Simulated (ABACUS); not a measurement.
Runs of ABACUS 3.10.1 on P. The structure is orthorhombic, space group Cmce (No. 64). Conventional cell: a = 3.295 Å, b = 10.930 Å, c = 4.544 Å, α = 90.00°, β = 90.00°, γ = 90.00°. Around P (site symmetry m) lie 3 P at 2.20 to 2.25 Å. 

| level | V0 of scaled cells (Å³/atom) | B0 (GPa) |
| --- | --- | --- |
| PBEsol | 21.03 | 72 |
| PBEsol+D3 | (b) | 74 |
| PBEsol+D3(BJ) | (a) | 77 |
| PBEsol+D3(BJ)+ABC | 20.50 | 76 |

Alike in all rows: task equation of state; potentials or basis PseudoDojo NC SR 0.4.1 PBE standard, DZP LCAO (the cutoffs set its grid); no spin polarisation; cell as given; k mesh 6 × 6 × 4; cutoff (eV) 1361; smearing fermi-dirac 0.05 eV.

Question: Fill in the values left out.

Answer: (a) 20.44; (b) 20.81.

Caveats: the atomic orbitals were generated for these runs and aren't a published set; the cell was scaled at fixed shape and fractional positions, which overstates the stiffness of a crystal with free parameters, most of all of layers and chains; the potentials were made for another functional, which shifts forces and pressure; the basis of atomic orbitals isn't converged, which shifts pressures, moduli and gaps.
